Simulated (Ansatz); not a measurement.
# Two states of MnS

```xyz
4
Lattice="0.0000 2.7881 2.7881 5.5763 0.0000 5.5763 2.7881 2.7881 0.0000" Properties=species:S:1:pos:R:3 pbc="T T T"
Mn    0.0000    0.0000    0.0000
Mn    2.7881    0.0000    2.7881
S     1.3941    1.3941    1.3941
S     4.1822    1.3941    4.1822
```

Level: r2SCAN; 500 eV; 6×3×6 Γ-centred mesh; methfessel-paxton occupations (width 0.0745 eV); Ansatz 0.2.0, fixed geometry.

State A: Mn1 down, Mn2 up (collinear spin). State B: Mn1 up, Mn2 up (collinear spin).

Task: Which state is lower, and how do they differ?

Result: State A is lower by 78.1 meV an atom at zero smearing.

```csv
state,free energy (meV/atom),largest moment in a small sphere (μB),net moment (μB/cell),gap on mesh (eV),pressure (GPa),largest force (eV/Å)
A,0.0,4.18,0.00,1.66,-0.2,0.25
B,78.1,4.29,10.00,0.50,2.7,0.00
```

Origin: a database entry at a rescaled volume. Caveats: an odd or shifted mesh can miss the band edges, so this level's true gap may be smaller.
